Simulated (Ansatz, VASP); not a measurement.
Two plane-wave programs on Sn

File INCAR:

```
PREC = Accurate
ENCUT = 520
EDIFF = 1E-6
ISMEAR = 1
SIGMA = 0.05
LREAL = F
LASPH = T
NELM = 100
ALGO = Normal
ISIF = 2
LWAVE = F
LCHARG = F
GGA = B5
ALDAX = 1.0
AGGAX = 1.0
AGGAC = 1.0
ALDAC = 0.0
NBANDS = 21
```

KPOINTS

```
Automatic mesh
0
Gamma
  9 9 9
```

Contents of POSCAR:

```
Sn
1.0
   -2.9401404553      2.9401404553      1.5993019889
    2.9401404553     -2.9401404553      1.5993019889
    2.9401404553      2.9401404553     -1.5993019889
Sn
2
Direct
    0.0000000000      0.0000000000      0.0000000000
    0.7500000000      0.2500000000      0.5000000000
```

File input.yaml:

```yaml
crystal:
  lattice:
    - [-2.9401404553, 2.9401404553, 1.5993019889]
    - [2.9401404553, -2.9401404553, 1.5993019889]
    - [2.9401404553, 2.9401404553, -1.5993019889]
  atoms:
    - { symbol: Sn, position: [0.0, 0.0, 0.0] }
    - { symbol: Sn, position: [0.75, 0.25, 0.5] }
hamiltonian:
  xc: blyp
  pseudopotentials: { kind: nc, accuracy: standard }
kpoints:
  mp_grid: { grid: [9, 9, 9] }
scf:
  occupations: { method: cold, width: 0.05 }
output:
  forces: true
  stress: true
  eigenvalues: true
```

Alike in both runs: task single point; functional BLYP; k mesh 9 × 9 × 9; no spin polarisation.

|  | VASP | Ansatz |
| --- | --- | --- |
| version | VASP 6.6.1 | Ansatz 0.2.0 |
| potentials or method | VASP PAW PBE potentials, release 64 (Sn_d) | PseudoDojo standard (PBE files) |
| plane-wave cutoff (eV) | 520 | 980 |
| occupations | methfessel-paxton of order 1, width 0.05 eV | cold, width 0.05 eV |
| valence electrons in the cell | 28 | 28 |

|  | VASP | Ansatz | Ansatz less VASP |
| --- | --- | --- | --- |
| gap on the k mesh at the Fermi level (eV) | none | none | - |
| pressure (GPa) | 5.7 | 5.9 | +0.15 |
| largest component of the traceless stress (GPa) | 0.25 | 0.24 | -0.011 |

A gap of «none» marks a metal or a gap that the smearing closes.

Caveats: the PAW data sets were made with another functional, which shifts forces and pressure a little (VASP); the potentials were made for another functional, which shifts forces and pressure (Ansatz).
